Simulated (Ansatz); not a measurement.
**Ti: straining the crystal, biaxial strain in the a-b plane**

The task here is to estimate one member of a computed series from the others.

Method: DFT PBEsol, scalar-relativistic, plane waves, PAW, in Ansatz 0.2.0.

2 further runs of the same task are left out: 2 set aside as unsound or not needed.

## The system as given

Symmetry: P6/mmm, No. 191, hexagonal system. The conventional cell has a = 4.515 Å, b = 4.515 Å, c = 2.799 Å, α = 90.00°, β = 90.00°, γ = 120.00°. Ti (site symmetry 6/mmm) is surrounded by 14 Ti at 2.80 to 2.96 Å. Around Ti (site symmetry -6m2) lie 11 Ti at 2.61 to 2.96 Å.

Coordinates:

```xyz
3
Lattice="4.5153 0.0000 0.0000 -2.2576 3.9104 0.0000 0.0000 0.0000 2.7988" Properties=species:S:1:pos:R:3 pbc="T T T"
Ti    0.0000    0.0000    0.0000
Ti    0.0000    2.6069    1.3994
Ti    2.2576    1.3035    1.3994
```

It goes back to an entry of the Materials Project, which need not be the stable form.

This cell was relaxed beforehand with the same method: volume 16.47 Å³/atom, gap on the mesh none (metal).

The unstrained cell was computed beforehand with the same settings: E(σ→0) = -7421.7328 eV for 3 atoms, gap none (metal).

Set-up of the first run:

input.yaml reads:

```yaml
crystal:
  lattice:
    - [4.4701371534, 0.0, 0.0]
    - [-2.2350685767, 3.8712523333, 0.0]
    - [0.0, 0.0, 2.815586407]
  atoms:
    - { symbol: Ti, position: [0.0, 0.0, 0.0] }
    - { symbol: Ti, position: [0.3333333333, 0.6666666667, 0.5] }
    - { symbol: Ti, position: [0.6666666667, 0.3333333333, 0.5] }
basis:
  ecutwfc: 420
kpoints:
  mp_grid: { grid: [12, 12, 18] }
hamiltonian:
  xc: pbesol
scf:
  occupations: { method: gaussian, width: 0.1 }
output:
  forces: true
  stress: true
  eigenvalues: true
relax:
  adjacent_minimum: "off"
  f_tol: 0.008
  max_steps: 40
  cell: { stress_tol: 0.015, fix: [a, b, gamma] }
```

Command:

```console
ansatz run input.yaml --threads 1 --pin off --max-ram 2560MiB --backend cpu --events-out ev --progress --plain --runs-dir out
```

Steps of the session up to this table: Strain -1.0 %; Strain +1.0 %; The cell strained by -2.0 %; At +2.0 %; Strain -3.0 %; At +3.0 %.

One table of the session follows, with a row left open; its other results are not shown here.

Lengths are those of the vectors of the cell that was run; stresses in GPa:

| strain (%) | ΔE (meV/atom) | a (Å) | b (Å) | c (Å) |
| --- | --- | --- | --- | --- |
| -3.0 | 25.4 | 4.380 | 4.380 | 2.841 |
| -2.0 | 11.0 | 4.425 | 4.425 | 2.826 |
| -1.0 | 2.7 | 4.470 | 4.470 | 2.812 |
| +0.0 | 0.0 | 4.515 | 4.515 | 2.799 |
| +1.0 | 2.8 | 4.560 | 4.560 | 2.787 |
| +2.0 | ? | ? | ? | ? |
| +3.0 | 23.9 | 4.651 | 4.651 | 2.765 |

Q: Estimate the row for strain (%) = +2.0 from the others.

Worked estimate for «ΔE (meV/atom)». A straight line through the neighbours (1.0, 2.8) and (3.0, 23.9) gives 2.8 + (23.9 − 2.8) × (2.0 − 1.0) / (3.0 − 1.0) = 13.3; a parabola fitted to 3 rows on both sides gives 10.8.

The run gave: ΔE (meV/atom): 10.9; a (Å): 4.606; b (Å): 4.606; c (Å): 2.776. In «ΔE (meV/atom)» the line misses by +2.4 and the parabola by -0.1.

ΔE is over the unstrained cell. Stress in GPa, positive in compression, on the Cartesian axes of the input. 
